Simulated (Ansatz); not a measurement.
# BN: energy over volume and cell shape

A grid of calculations on BN (F-43m, No. 216; 2 atoms in the cell), to see where the energy is lowest and how it rises around there.

Program: Ansatz 0.2.0. Level of theory: DFT PBE, scalar-relativistic, plane waves, PAW. These are calculated values, not measurements.

72 further runs of the same task are left out: 72 set aside as unsound or not needed.

## 1. The starting structure

It takes space group F-43m (No. 216, cubic). The conventional cell has a = 3.625 Å, b = 3.625 Å, c = 3.625 Å, α = 90.00°, β = 90.00°, γ = 90.00°. B (site symmetry -43m) has 4 N at 1.57 Å as nearest neighbours. Around N (site symmetry -43m) lie 4 B at 1.57 Å.

Coordinates:

```
B N
1.0
     0.00000    1.81239    1.81239
     1.81239    0.00000    1.81239
     1.81239    1.81239    0.00000
B N
1 1
Direct
  0.00000 0.00000 0.00000
  0.75000 0.75000 0.75000
```

It goes back to an entry of the Materials Project.

This cell was relaxed beforehand with the same method: volume 5.95 Å³/atom, gap on the mesh 4.46 eV.

## 3. Setting up the map

The energy is mapped over volume and the cell's shape.

First coordinate, volume per atom: 11 values from 5.239 to 6.668 Å³. Second coordinate, c/a of the conventional cell: 11 values from 0.834 to 1.200.

Nothing else is relaxed (symmetry fixes all fractional coordinates). Energies count from the relaxed crystal. Points are written as (first, second).

(The set-up runs are not shown.)

## 4. Point (5.239 Å³, 1.200)

Input file input.yaml:

```yaml
crystal:
  lattice:
    - [0.0, 1.9608322335, 1.6345717185]
    - [1.6345717185, 0.0, 1.6345717185]
    - [1.6345717185, 1.9608322335, 0.0]
  atoms:
    - { symbol: B, position: [0.0, 0.0, 0.0] }
    - { symbol: "N", position: [0.75, 0.75, 0.75] }
basis:
  ecutwfc: 520.0
kpoints:
  mp_grid: { grid: [12, 12, 12] }
hamiltonian:
  xc: pbe
scf:
  occupations: { method: gaussian, width: 0.05 }
output:
  forces: true
  stress: true
  eigenvalues: true
```

The run is started by

```bash
ansatz run input.yaml --threads 1 --pin off --max-ram 2048MiB --backend cpu --events-out ev --progress --plain --runs-dir out
```

Further runs follow: the other points that were computed.

Before running it: what results should come out? Wanted: lowest point; highest computed point; pressure.

**Answer**, as computed:

| quantity | value |
| --- | --- |
| lowest point | (5.953 Å³, 1.000), 0 meV/atom |
| highest computed point | (5.239 Å³, 1.200), 414 meV/atom above the lowest |
| pressure (GPa) | −35 at (6.668 Å³, 0.834) to 60 at (5.239 Å³, 1.000); 0 at the lowest point |
| time for all points | 92 s on 1 thread, shared host |

What this shows: The lowest computed point is at (5.953 Å³, 1.000), which is the relaxed crystal itself. The grid shows no other well, apart from its symmetry copies. The highest computed point, (5.239 Å³, 1.200), lies 414 meV/atom above the lowest. Round the minimum the two coordinates are nearly uncoupled.
